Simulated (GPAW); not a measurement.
**CeO in GPAW: convergence with convergence criteria**

CeO:

```xyz
2
Lattice="0.0000 2.4831 2.4831 2.4831 0.0000 2.4831 2.4831 2.4831 0.0000" Properties=species:S:1:pos:R:3 pbc="T T T"
Ce    0.0000    0.0000    0.0000
O     2.4831    2.4831    2.4831
```

The cell comes from a database or a generator and needn't be the stable form of this composition.

| Quantity | Value |
| --- | --- |
| Program | GPAW 26.7.0 |
| Task | convergence study |
| Functional | LDA |
| Potentials or basis | the program's PAW data sets (release 1.2.1) made for this functional |
| Cutoff | 800 eV |
| Basis | pw |
| k mesh | 7 × 7 × 7 |
| Occupations | fermi-dirac, width 0.05 eV |
| Spin | collinear spin, ferromagnetic start |
| Starting moments | [1.0, 0.0] μB |

These are the settings of the first run; the series varies convergence criteria, with any setting tied to it.

Hardware: 1 thread of Arm Neoverse V2 (shared host).

Problem. The values tried are density=0.001 energy=0.01 eigenstates=0.0001, default, density=1e-05 energy=1e-05, density=1e-05 forces=0.0001, density=1e-06 energy=1e-06 eigenstates=1e-10, loosest first. From which on does the largest site moment stay within 0.02 μB of the tightest run that finished?

Solution. From default on.

| convergence criteria | energy less the tightest run, at zero smearing (meV/atom) | pressure (GPa) | largest site moment (μB) | SCF cycles | CPU time (s) | peak memory (GiB) |
| --- | --- | --- | --- | --- | --- | --- |
| density=0.001 energy=0.01 eigenstates=0.0001 | -0.01 | -7.59 | 0.02 | 11 | 30 | 0.2 |
| default | 0.00 | -7.64 | 0.00 | 14 | 41 | 0.2 |
| density=1e-05 energy=1e-05 | 0.00 | -7.64 | 0.00 | 15 | 42 | 0.2 |
| density=1e-05 forces=0.0001 | 0.00 | -7.64 | 0.00 | 16 | 42 | 0.2 |
| density=1e-06 energy=1e-06 eigenstates=1e-10 | 0.00 | -7.64 | 0.00 | 17 | 46 | 0.2 |

Against the tightest run, the energy stays within 1 meV/atom from density=0.001 energy=0.01 eigenstates=0.0001 on; the pressure stays within 0.1 GPa from density=0.001 energy=0.01 eigenstates=0.0001 on. The tightest run that finished is the yardstick and may itself not be fully converged.

Caveat, for the tightest run too: one-centre terms of the f shell are cut off; the magnetic or orbital state may not be the lowest. The state reached can hang on the start; a lower one may exist.
